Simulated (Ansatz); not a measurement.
Input, command and steps of an Ansatz relaxation.

```yaml
crystal:
  lattice:
    - [6.98985191, 0.0, 0.0]
    - [0.0, 6.98985191, 0.0]
    - [0.0, 0.0, 3.66328402]
  atoms:
    - { symbol: Hf, position: [0.67322933, 0.82677067, 0.5] }
    - { symbol: Hf, position: [0.82677067, 0.32677067, 0.5] }
    - { symbol: Hf, position: [0.32677067, 0.17322933, 0.5] }
    - { symbol: Hf, position: [0.17322933, 0.67322933, 0.5] }
    - { symbol: Hf, position: [0.5, 0.5, 0.0] }
    - { symbol: Hf, position: [0.0, 0.0, 0.0] }
    - { symbol: Si, position: [0.62360275, 0.12360275, 0.0] }
    - { symbol: Si, position: [0.87639725, 0.62360275, 0.0] }
    - { symbol: Si, position: [0.12360275, 0.37639725, 0.0] }
    - { symbol: Si, position: [0.37639725, 0.87639725, 0.0] }
basis:
  ecutwfc: 420
kpoints:
  mp_grid: { grid: [6, 6, 10] }
hamiltonian:
  xc: pbesol
scf:
  occupations: { method: gaussian, width: 0.1 }
output:
  forces: true
  stress: true
  eigenvalues: true
relax:
  adjacent_minimum: "off"
  f_tol: 0.01
  max_steps: 40
```

```bash
ansatz run input.yaml --threads 2 --pin off --max-ram 5120MiB --backend cpu --events-out ev --progress --plain --runs-dir out
```

The calculation used Ansatz 0.2.0, DFT PBEsol, scalar-relativistic, plane waves, PAW.

Of 5 frames 4 are shown, positions in Å and forces in eV/Å; the SCF threshold varies from step to step.

```xyz
10
Lattice="6.9899 0.0000 0.0000 0.0000 6.9899 0.0000 0.0000 0.0000 3.6633" Properties=species:S:1:pos:R:3:forces:R:3 pbc="T T T" step=1 free_energy_over_end_meV_per_atom=0.11
Hf    4.7058    5.7790    1.8316    0.0416   -0.0416    0.0000
Hf    5.7790    2.2841    1.8316   -0.0416   -0.0416    0.0000
Hf    2.2841    1.2108    1.8316   -0.0416    0.0416    0.0000
Hf    1.2108    4.7058    1.8316    0.0416    0.0416    0.0000
Hf    3.4949    3.4949    0.0000    0.0000    0.0000    0.0000
Hf    0.0000    0.0000    0.0000    0.0000    0.0000    0.0000
Si    4.3589    0.8640    0.0000    0.0576    0.0576    0.0000
Si    6.1259    4.3589    0.0000   -0.0576    0.0576    0.0000
Si    0.8640    2.6310    0.0000    0.0576   -0.0576    0.0000
Si    2.6310    6.1259    0.0000   -0.0576   -0.0576    0.0000
10
Lattice="6.9899 0.0000 0.0000 0.0000 6.9899 0.0000 0.0000 0.0000 3.6633" Properties=species:S:1:pos:R:3:forces:R:3 pbc="T T T" step=2 free_energy_over_end_meV_per_atom=0.10
Hf    4.7131    5.7717    1.8316   -0.0489    0.0489    0.0000
Hf    5.7717    2.2767    1.8316    0.0489    0.0489    0.0000
Hf    2.2767    1.2182    1.8316    0.0489   -0.0489    0.0000
Hf    1.2182    4.7131    1.8316   -0.0489   -0.0489    0.0000
Hf    3.4949    3.4949    0.0000    0.0000    0.0000    0.0000
Hf    0.0000    0.0000    0.0000    0.0000    0.0000    0.0000
Si    4.3604    0.8655    0.0000   -0.0079   -0.0079    0.0000
Si    6.1243    4.3604    0.0000    0.0079   -0.0079    0.0000
Si    0.8655    2.6294    0.0000   -0.0079    0.0079    0.0000
Si    2.6294    6.1243    0.0000    0.0079    0.0079    0.0000
10
Lattice="6.9899 0.0000 0.0000 0.0000 6.9899 0.0000 0.0000 0.0000 3.6633" Properties=species:S:1:pos:R:3:forces:R:3 pbc="T T T" step=3 free_energy_over_end_meV_per_atom=0.06
Hf    4.7054    5.7794    1.8316    0.0083   -0.0083    0.0000
Hf    5.7794    2.2845    1.8316   -0.0083   -0.0083    0.0000
Hf    2.2845    1.2104    1.8316   -0.0083    0.0083    0.0000
Hf    1.2104    4.7054    1.8316    0.0083    0.0083    0.0000
Hf    3.4949    3.4949    0.0000    0.0000    0.0000    0.0000
Hf    0.0000    0.0000    0.0000    0.0000    0.0000    0.0000
Si    4.3655    0.8706    0.0000   -0.0374   -0.0374    0.0000
Si    6.1193    4.3655    0.0000    0.0374   -0.0374    0.0000
Si    0.8706    2.6244    0.0000   -0.0374    0.0374    0.0000
Si    2.6244    6.1193    0.0000    0.0374    0.0374    0.0000
10
Lattice="6.9899 0.0000 0.0000 0.0000 6.9899 0.0000 0.0000 0.0000 3.6633" Properties=species:S:1:pos:R:3:forces:R:3 pbc="T T T" step=5 free_energy_over_end_meV_per_atom=0.00
Hf    4.7080    5.7768    1.8316   -0.0007    0.0007    0.0000
Hf    5.7768    2.2818    1.8316    0.0007    0.0007    0.0000
Hf    2.2818    1.2131    1.8316    0.0007   -0.0007    0.0000
Hf    1.2131    4.7080    1.8316   -0.0007   -0.0007    0.0000
Hf    3.4949    3.4949    0.0000    0.0000    0.0000    0.0000
Hf    0.0000    0.0000    0.0000    0.0000    0.0000    0.0000
Si    4.3619    0.8670    0.0000   -0.0004   -0.0004    0.0000
Si    6.1229    4.3619    0.0000    0.0004   -0.0004    0.0000
Si    0.8670    2.6280    0.0000   -0.0004    0.0004    0.0000
Si    2.6280    6.1229    0.0000    0.0004    0.0004    0.0000
```

It took 3 min on 2 threads of Arm Neoverse V2, with other jobs on the host, peak memory 1.1 GiB.

Spin–orbit coupling is left out, which can shift energies with elements as heavy as these.